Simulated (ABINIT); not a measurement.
# GaN (F-43m): G0W0 in ABINIT against the k mesh, part 2 of 2

How does the gap of GaN (F-43m) converge in the k mesh?

ABINIT 10.8.3; PBE and many-body steps on it, plane waves. Known limits of the many-body steps: not at the basis limit; exchange with frozen shells missing; no spin-orbit coupling.

So far. Step 5 (Empty states on the mesh, 10×10×10 mesh, 122 bands): On this mesh the gap is 1.759 eV. Step 6 (Screening, 4×4×4 mesh, 114 bands, screening to 261.2 eV): Local fields lower ε∞ by 7 %. On a Γ-centred mesh this coarse the value itself is usually too large, while a short band sum pulls it down.

**8. Screening, 6×6×6 mesh, 114 bands, screening to 261.2 eV**

This step: RPA screening on PBE, plane waves, norm-conserving pseudopotentials.

File run.abi:

```
acell 3*1.0 Angstrom
rprim 
  0.000000000000 2.253500607500 2.253500607500
  2.253500607500 0.000000000000 2.253500607500
  2.253500607500 2.253500607500 0.000000000000
ntypat 2
znucl 31 7
natom 2
typat 1 2
xred 
  0.000000000000 0.000000000000 0.000000000000
  0.750000000000 0.750000000000 0.750000000000
pp_dirpath "pseudos"
pseudos "Ga.upf, N.upf"
ecut 36
ngkpt 6 6 6
nshiftk 1
shiftk 0 0 0
kptopt 1
chksymbreak 0
istwfk *1
occopt 1
irdwfk 1
optdriver 3
nband 114
ecuteps 9.6
inclvkb 2
awtr 1
symchi 1
indata_prefix "in"
outdata_prefix "out"
tmpdata_prefix "tmp"
```

Launch:

```bash
$ OMP_NUM_THREADS=1 mpirun -n 8 abinit run.abi > log
```

What it wrote:

```text
.Version 10.8.3 of ABINIT. v10.8.2 released Aug 2026.

 Symmetries : space group F-4 3 m (#216); Bravais cF (face-center cubic)
[... echo of the input left out ...]
== DATASET  1 ==================================================================
-   mpi_nproc: 8, omp_nthreads: 1 (-1 if OMP is not activated)

--- !DatasetInfo
iteration_state: {dtset: 1, }
dimensions: {natom: 2, nkpt: 16, mband: 114, nsppol: 1, nspinor: 1, nspden: 1, mpw: 1639, }
cutoff_energies: {ecut:  36.0, pawecutdg:  -1.0, }
electrons: {nelect:   1.80000000E+01, charge:   0.00000000E+00, occopt:   1.00000000E+00, tsmear:   1.00000000E-02, }

 SCREENING: Calculation of the susceptibility and dielectric matrices

 Based on a program developped by R.W. Godby, V. Olevano, G. Onida, and L. Reining.
 Incorporated in ABINIT by V. Olevano, G.-M. Rignanese, and M. Torrent.
.Using double precision arithmetic ; gwpc =  8

[... cell and pseudopotentials left out ...]
--------------------------------------------------------------------------------

 ==== K-mesh for the wavefunctions ====
 Number of points in the irreducible wedge :    16
[... list of points left out ...]
 Together with 24 symmetry operations and time-reversal symmetry
 yields   216 points in the full Brillouin Zone.

 ==== Q-mesh for the screening function ====
 Number of points in the irreducible wedge :    16
[... list of points left out ...]
 Together with 24 symmetry operations and time-reversal symmetry
 yields   216 points in the full Brillouin Zone.

 setmesh: FFT mesh size selected  =    25x   25x   25
          total number of points  =        15625

 vcoul_init : cutoff-mode = AUXILIARY_FUNCTION
 q-points for optical limit:   1
     1)      0.000010    0.000020    0.000030

- screening: taking advantage of time-reversal symmetry
- Maximum band index for partially occupied states nbvw = 9
- Remaining bands to be divided among processors   nbcw = 105
- Number of bands treated by each node ~13

 Number of electrons calculated from density =   18.0000; Expected =   18.0000
 average of density, n =  0.116539
 r_s =    1.2700
 omega_plasma =   32.9300 [eV]

 calculating chi0 at frequencies [eV] :
  1    0.000000E+00    0.000000E+00
  2    0.000000E+00    3.293002E+01

--------------------------------------------------------------------------------
  q-point number  1        q = ( 0.000000, 0.000000, 0.000000) [r.l.u.]
--------------------------------------------------------------------------------
[... chi0 elements left out ...]
 For q-point:  0.000010 0.000020 0.000030
  dielectric constant =   6.3868
  dielectric constant without local fields =   6.8827

  Average fulfillment of the sum rule on Im[epsilon] for q-point    1 :     84.96  [%]
[... wings left out ...]
  q-point number  2        q = ( 0.166667, 0.000000, 0.000000) [r.l.u.]
--------------------------------------------------------------------------------
[... chi0 elements left out ...]
  Average fulfillment of the sum rule on Im[epsilon] for q-point    2 :    114.31  [%]

 [... 14 further q-points ...]
```

It took 49 s on 8 MPI ranks of Arm Neoverse V2, shared host; peak memory 1.4 GiB.

This step gave:

| Quantity | Value |
| --- | --- |
| ε∞ with local fields, on this mesh, along the program's q direction | 6.387 |
| the same without local fields | 6.883 |
| plasma frequency | 32.93 eV |
| plane waves in the screening matrix | 229 |

**9. 6×6×6**

The self-energy is evaluated for the states that the input lists, and the levels follow from it, in one-shot runs by the linearised quasiparticle equation.

This step: G0W0 on PBE, plane waves, norm-conserving pseudopotentials.

run.abi: that of step 8 with these lines changed.

```diff
@@ -23,8 +23,15 @@
 irdwfk 1
-optdriver 3
+optdriver 4
 nband 114
+gwcalctyp 0
+ecutsigx 36
+symsigma 1
+nkptgw 1
+kptgw 
+  0.0000000000 0.0000000000 0.0000000000
+bdgw 
+  7 13
 ecuteps 9.6
-inclvkb 2
-awtr 1
-symchi 1
+irdscr 1
+ppmodel 1
 indata_prefix "in"
```

What it wrote:

```text
.Version 10.8.3 of ABINIT. v10.8.2 released Aug 2026.

 Symmetries : space group F-4 3 m (#216); Bravais cF (face-center cubic)
[... echo of the input left out ...]
== DATASET  1 ==================================================================
-   mpi_nproc: 8, omp_nthreads: 1 (-1 if OMP is not activated)

--- !DatasetInfo
iteration_state: {dtset: 1, }
dimensions: {natom: 2, nkpt: 16, mband: 114, nsppol: 1, nspinor: 1, nspden: 1, mpw: 1639, }
cutoff_energies: {ecut:  36.0, pawecutdg:  -1.0, }
electrons: {nelect:   1.80000000E+01, charge:   0.00000000E+00, occopt:   1.00000000E+00, tsmear:   1.00000000E-02, }

 SIGMA: Calculation of the GW corrections

 Based on a program developped by R.W. Godby, V. Olevano, G. Onida, and L. Reining.
 Incorporated in ABINIT by V. Olevano, G.-M. Rignanese, and M. Torrent.
.Using double precision arithmetic ; gwpc =  8

[... cell and pseudopotentials left out ...]
--------------------------------------------------------------------------------

 ==== K-mesh for the wavefunctions ====
 Number of points in the irreducible wedge :    16
[... list of points left out ...]
 Together with 24 symmetry operations and time-reversal symmetry
 yields   216 points in the full Brillouin Zone.

 ==== Q-mesh for screening function ====
 Number of points in the irreducible wedge :    16
[... list of points left out ...]
 Together with 24 symmetry operations and time-reversal symmetry
 yields   216 points in the full Brillouin Zone.

 vcoul_init : cutoff-mode = AUXILIARY_FUNCTION
 q-points for optical limit:   1
     1)      0.000010    0.000020    0.000030
 setmesh: FFT mesh size selected  =    36x   36x   36
          total number of points  =        46656

 Number of electrons calculated from density =   18.0000; Expected =   18.0000
[...]
number of q-points in BZ                          216
 number of frequencies for dSigma/dE                 9
 frequency step for dSigma/dE [eV]                0.25
 number of omega for Sigma on real axis              0
 max omega for Sigma on real axis  [eV]           0.00
 zcut for avoiding poles [eV]                     0.10

 EPSILON^-1 parameters (SCR file):
 dimension of the eps^-1 matrix on file            229
 dimension of the eps^-1 matrix used               229
 number of plane-waves for wavefunctions          1639
 number of bands                                   114
 number of q-points in IBZ                          16
 number of frequencies                               2
 number of real frequencies                          1
 number of imag frequencies                          1

 matrix elements of self-energy operator (all in [eV])

 Perturbative Calculation

--- !SelfEnergy_ee
iteration_state: {dtset: 1, }
kpoint     : [   0.000,    0.000,    0.000, ]
spin       : 1
KS_gap     :    1.759
QP_gap     :    2.107
Delta_QP_KS:    0.348
data: !SigmaeeData |
     Band     E0 <VxcDFT>   SigX SigC(E0)      Z dSigC/dE  Sig(E)    E-E0       E
        7   5.322 -18.356 -21.281   2.663   0.795  -0.257 -18.565  -0.209   5.113
        8   5.322 -18.356 -21.281   2.663   0.795  -0.257 -18.565  -0.209   5.113
        9   5.322 -18.356 -21.281   2.663   0.795  -0.257 -18.565  -0.209   5.113
       10   7.081 -13.893  -9.985  -3.737   0.820  -0.220 -13.753   0.140   7.220
       11  15.678 -12.135  -7.192  -4.880   0.833  -0.201 -12.082   0.053  15.731
       12  15.678 -12.135  -7.192  -4.880   0.833  -0.201 -12.082   0.053  15.731
       13  15.678 -12.135  -7.192  -4.880   0.833  -0.201 -12.082   0.053  15.731

== END DATASET(S) ==============================================================
================================================================================

 -outvars: echo values of variables after computation  --------
           etotal      0.0000000000E+00
            nband         114
             nkpt          16
          spgroup         216
 [... the other variables as echoed above ...]

 Calculation completed.
```

Run time: 5.7 s. Hardware: 8 MPI ranks; peak memory 1.2 GiB; 44 s of CPU time.

This step gave:

```yaml
g0w0_gap_on_the_points_computed: 2.107 eV
starting_gap_on_the_mesh: 1.759 eV
k_of_the_valence_top: 0, 0, 0
k_of_the_conduction_bottom: 0, 0, 0
z_at_the_valence_top: 0.795
z_at_the_conduction_bottom: 0.82
least_direct_g0w0_gap_on_the_computed_points: 2.107 eV
```

The gap on the mesh goes from 1.76 eV to 2.11 eV, a correction of +0.35 eV.

**10. Screening, 8×8×8 mesh, 114 bands, screening to 261.2 eV**

This step: RPA screening on PBE, plane waves, norm-conserving pseudopotentials.

run.abi: that of step 9 with these lines changed.

```diff
@@ -15,3 +15,3 @@
 ecut 36
-ngkpt 6 6 6
+ngkpt 8 8 8
 nshiftk 1
@@ -23,15 +23,8 @@
 irdwfk 1
-optdriver 4
+optdriver 3
 nband 114
-gwcalctyp 0
-ecutsigx 36
-symsigma 1
-nkptgw 1
-kptgw 
-  0.0000000000 0.0000000000 0.0000000000
-bdgw 
-  7 13
 ecuteps 9.6
-irdscr 1
-ppmodel 1
+inclvkb 2
+awtr 1
+symchi 1
 indata_prefix "in"
```

What it wrote:

```text
.Version 10.8.3 of ABINIT. v10.8.2 released Aug 2026.

 Symmetries : space group F-4 3 m (#216); Bravais cF (face-center cubic)
[... echo of the input left out ...]
== DATASET  1 ==================================================================
-   mpi_nproc: 8, omp_nthreads: 1 (-1 if OMP is not activated)

--- !DatasetInfo
iteration_state: {dtset: 1, }
dimensions: {natom: 2, nkpt: 29, mband: 114, nsppol: 1, nspinor: 1, nspden: 1, mpw: 1639, }
cutoff_energies: {ecut:  36.0, pawecutdg:  -1.0, }
[...]
--------------------------------------------------------------------------------
[... chi0 elements left out ...]
 For q-point:  0.000010 0.000020 0.000030
  dielectric constant =   5.8474
  dielectric constant without local fields =   6.3227

  Average fulfillment of the sum rule on Im[epsilon] for q-point    1 :     84.93  [%]
[... wings left out ...]
  q-point number  2        q = ( 0.125000, 0.000000, 0.000000) [r.l.u.]
--------------------------------------------------------------------------------
[... chi0 elements left out ...]
  Average fulfillment of the sum rule on Im[epsilon] for q-point    2 :    117.02  [%]

 [... 27 further q-points ...]
```

Wall time 3.6 min (8 MPI ranks); peak memory 2.3 GiB; 29 min of CPU time.

Numbers from this step:

| Item | Value |
| --- | --- |
| ε∞ with local fields, on this mesh, along the program's q direction | 5.847 |
| the same without local fields | 6.323 |
| plasma frequency | 32.93 eV |
| plane waves in the screening matrix | 229 |

**11. 8×8×8**

This step: G0W0 on PBE, plane waves, norm-conserving pseudopotentials.

run.abi: that of step 10 with these lines changed.

```diff
@@ -23,8 +23,15 @@
 irdwfk 1
-optdriver 3
+optdriver 4
 nband 114
+gwcalctyp 0
+ecutsigx 36
+symsigma 1
+nkptgw 1
+kptgw 
+  0.0000000000 0.0000000000 0.0000000000
+bdgw 
+  7 13
 ecuteps 9.6
-inclvkb 2
-awtr 1
-symchi 1
+irdscr 1
+ppmodel 1
 indata_prefix "in"
```

What it wrote:

```text
.Version 10.8.3 of ABINIT. v10.8.2 released Aug 2026.

 Symmetries : space group F-4 3 m (#216); Bravais cF (face-center cubic)
[... echo of the input left out ...]
== DATASET  1 ==================================================================
-   mpi_nproc: 8, omp_nthreads: 1 (-1 if OMP is not activated)

--- !DatasetInfo
iteration_state: {dtset: 1, }
dimensions: {natom: 2, nkpt: 29, mband: 114, nsppol: 1, nspinor: 1, nspden: 1, mpw: 1639, }
cutoff_energies: {ecut:  36.0, pawecutdg:  -1.0, }
[...]
11  15.678 -12.136  -7.205  -4.860   0.832  -0.202 -12.077   0.059  15.737
       12  15.678 -12.136  -7.205  -4.860   0.832  -0.202 -12.077   0.059  15.737
       13  15.678 -12.136  -7.205  -4.860   0.832  -0.202 -12.077   0.059  15.737

== END DATASET(S) ==============================================================
================================================================================

 -outvars: echo values of variables after computation  --------
           etotal      0.0000000000E+00
            nband         114
             nkpt          29
          spgroup         216
 [... the other variables as echoed above ...]

 Calculation completed.
```

It took 8.7 s on 8 MPI ranks; peak memory 2.1 GiB.

Numbers from this step:

* G0W0 gap on the points computed: 2.110 eV
* starting gap on the mesh: 1.759 eV
* k of the valence top: 0, 0, 0
* k of the conduction bottom: 0, 0, 0
* least direct G0W0 gap on the computed points: 2.110 eV

Against the run before, the gap moves by +0.003 eV.

**12. Screening, 10×10×10 mesh, 114 bands, screening to 261.2 eV**

This step: RPA screening on PBE, plane waves, norm-conserving pseudopotentials.

run.abi: that of step 11 with these lines changed.

```diff
@@ -15,3 +15,3 @@
 ecut 36
-ngkpt 8 8 8
+ngkpt 10 10 10
 nshiftk 1
@@ -23,15 +23,8 @@
 irdwfk 1
-optdriver 4
+optdriver 3
 nband 114
-gwcalctyp 0
-ecutsigx 36
-symsigma 1
-nkptgw 1
-kptgw 
-  0.0000000000 0.0000000000 0.0000000000
-bdgw 
-  7 13
 ecuteps 9.6
-irdscr 1
-ppmodel 1
+inclvkb 2
+awtr 1
+symchi 1
 indata_prefix "in"
```

What it wrote:

```text
.Version 10.8.3 of ABINIT. v10.8.2 released Aug 2026.

 Symmetries : space group F-4 3 m (#216); Bravais cF (face-center cubic)
[... echo of the input left out ...]
== DATASET  1 ==================================================================
-   mpi_nproc: 8, omp_nthreads: 1 (-1 if OMP is not activated)

--- !DatasetInfo
iteration_state: {dtset: 1, }
dimensions: {natom: 2, nkpt: 47, mband: 114, nsppol: 1, nspinor: 1, nspden: 1, mpw: 1639, }
cutoff_energies: {ecut:  36.0, pawecutdg:  -1.0, }
[...]
--------------------------------------------------------------------------------
[... chi0 elements left out ...]
 For q-point:  0.000010 0.000020 0.000030
  dielectric constant =   5.7022
  dielectric constant without local fields =   6.1733

  Average fulfillment of the sum rule on Im[epsilon] for q-point    1 :     84.95  [%]
[... wings left out ...]
  q-point number  2        q = ( 0.100000, 0.000000, 0.000000) [r.l.u.]
--------------------------------------------------------------------------------
[... chi0 elements left out ...]
  Average fulfillment of the sum rule on Im[epsilon] for q-point    2 :    118.45  [%]

 [... 45 further q-points ...]
```

The job ended after 12 min (8 MPI ranks; peak memory 3.6 GiB).

This step gave:

```yaml
eps_infinity_with_local_fields_on_this_mesh_along_the_program_s_q_direction: 5.702
the_same_without_local_fields: 6.173
plasma_frequency: 32.93 eV
plane_waves_in_the_screening_matrix: 229
```

**13. 10×10×10**

This step: G0W0 on PBE, plane waves, norm-conserving pseudopotentials.

run.abi: that of step 12 with these lines changed.

```diff
@@ -23,8 +23,15 @@
 irdwfk 1
-optdriver 3
+optdriver 4
 nband 114
+gwcalctyp 0
+ecutsigx 36
+symsigma 1
+nkptgw 1
+kptgw 
+  0.0000000000 0.0000000000 0.0000000000
+bdgw 
+  7 13
 ecuteps 9.6
-inclvkb 2
-awtr 1
-symchi 1
+irdscr 1
+ppmodel 1
 indata_prefix "in"
```

What it wrote:

```text
.Version 10.8.3 of ABINIT. v10.8.2 released Aug 2026.

 Symmetries : space group F-4 3 m (#216); Bravais cF (face-center cubic)
[... echo of the input left out ...]
== DATASET  1 ==================================================================
-   mpi_nproc: 8, omp_nthreads: 1 (-1 if OMP is not activated)

--- !DatasetInfo
iteration_state: {dtset: 1, }
dimensions: {natom: 2, nkpt: 47, mband: 114, nsppol: 1, nspinor: 1, nspden: 1, mpw: 1639, }
cutoff_energies: {ecut:  36.0, pawecutdg:  -1.0, }
[...]
11  15.678 -12.136  -7.209  -4.851   0.832  -0.201 -12.073   0.063  15.741
       12  15.678 -12.136  -7.209  -4.851   0.832  -0.201 -12.073   0.063  15.741
       13  15.678 -12.136  -7.209  -4.851   0.832  -0.201 -12.073   0.063  15.741

== END DATASET(S) ==============================================================
================================================================================

 -outvars: echo values of variables after computation  --------
           etotal      0.0000000000E+00
            nband         114
             nkpt          47
          spgroup         216
 [... the other variables as echoed above ...]

 Calculation completed.
```

Elapsed: 13 s, on 8 MPI ranks; peak memory 3.5 GiB; 1.7 min of CPU time.

Numbers from this step:

```yaml
g0w0_gap_on_the_points_computed: 2.105 eV
starting_gap_on_the_mesh: 1.759 eV
k_of_the_valence_top: 0, 0, 0
k_of_the_conduction_bottom: 0, 0, 0
least_direct_g0w0_gap_on_the_computed_points: 2.105 eV
```

Against the run before, the gap moves by −0.005 eV.

**14. Side by side**

Times are wall times on 8 MPI ranks of Arm Neoverse V2, shared host, good to a factor of about two. A run's time includes the screening step that it read.

```tsv
run	mesh	bands	screening cutoff (eV)	DFT gap (eV)	gap on the mesh (eV)	direct (eV)	ε∞ used	time
4×4×4	4×4×4	114	261.2	1.759	2.045	2.045	8.89	12 s
6×6×6	6×6×6	114	261.2	1.759	2.107	2.107	6.39	55 s
8×8×8	8×8×8	114	261.2	1.759	2.110	2.110	5.85	3.8 min
10×10×10	10×10×10	114	261.2	1.759	2.105	2.105	5.70	13 min
```

**15. Results**

```json
{
  "4×4×4": "2.045 eV",
  "6×6×6": "2.107 eV",
  "8×8×8": "2.110 eV",
  "10×10×10": "2.105 eV",
  "known limits": "not at the basis limit; exchange with frozen shells missing; no spin-orbit coupling; coarse k mesh"
}
```

In words: The setting moved: k mesh. From 4×4×4 to 10×10×10 the gap moves by +0.06 eV, for 62 times the time. It holds to 0.03 eV from 6×6×6 on. Bands and screening cutoff are coupled, so a series along one setting does not show full convergence. Bands and cutoff are finite, so the gap is not at the basis limit. The miss can reach some tenths of an eV and take either sign; the mesh is an error of its own. In the G0W0 runs levels were corrected at 1 k point alone, so a gap called «on the mesh» is the least over those, and an edge elsewhere would be missed. The 4×4×4 mesh is coarse for this cell, which bears on the long-range parts of exchange and screening. The norm-conserving file of at least one element keeps a d shell over frozen s and p shells of the same row. Exchange with those shells is missing from the self-energy, an error of 0.3 to 0.9 eV in cases checked, whose sign depends on which edge lies on those atoms. The many-body steps are scalar-relativistic: spin-orbit coupling is not in them.

[Paths, hosts, dates, memory and timing lines, banners, echoed tables and standing remarks are left out of the program output.]

[Logs are printed without paths, hosts, clocks, repeated set-up lines and the standing remarks that a program may print on its own settings, such as how far it seeks lower states.]

[Runs of the session that timed out or met a known fault of the program may be left out.]

[Hosts, paths, dates, database ids (printed as entryN), source tags and the programs' standing remarks are cut or masked in the printed files.]

[G0W0 gaps are taken among the corrected bands and points alone; a level outside them can change the order at an edge.]

[Where Ansatz stands beside ABINIT at settings called matched, ABINIT's density can come from a denser mesh and the files from another edition; pairs whose starting gaps differed by over 0.03 eV were left out, so agreement reads better than it is.]
